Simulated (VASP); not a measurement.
Si:

```
CELL_PARAMETERS angstrom
2.62054 0.00000 0.00000
-1.31027 2.26946 0.00000
0.00000 0.00000 2.46635
ATOMIC_POSITIONS crystal
Si 0.00000 0.00000 0.00000
```

This isn't the form of Si at room conditions, which is diamond.

- Program: VASP 6.6.1
- Task: relaxation of cell and atoms
- Functional: PBEsol
- Potentials or basis: VASP PAW PBE potentials, release 64 (Si)
- Cutoff: 600 eV
- k mesh: 12 × 12 × 11
- Occupations: gaussian, width 0.05 eV
- Spin: no spin polarisation

At the start: pressure 0.7 GPa; volume 14.67 Å³/atom.

Problem. Where does the relaxation end?

Solution. Over 4 steps the energy falls by 2.0 meV/atom and the volume is 14.74 Å³/atom (+0.5 %); space group P6/mmm (No. 191, to 0.05 Å).

Step by step:
```tsv
step	energy change (eV)	largest force (eV/Å)	pressure (GPa)	volume (Å³)
1	0.0000	0.0000	0.69	14.67
2	-0.0017	0.0000	0.27	14.71
3	-0.0020	0.0000	0.03	14.73
4	-0.0020	0.0000	0.01	14.74
```

Final structure:
```
Si
1.0
     2.61419    0.00000    0.00000
    -1.30709    2.26395    0.00000
     0.00000    0.00000    2.48979
Si
1
Direct
  0.00000 0.00000 0.00000
```

Caveat: the PAW data sets were made with another functional, which shifts forces and pressure a little.
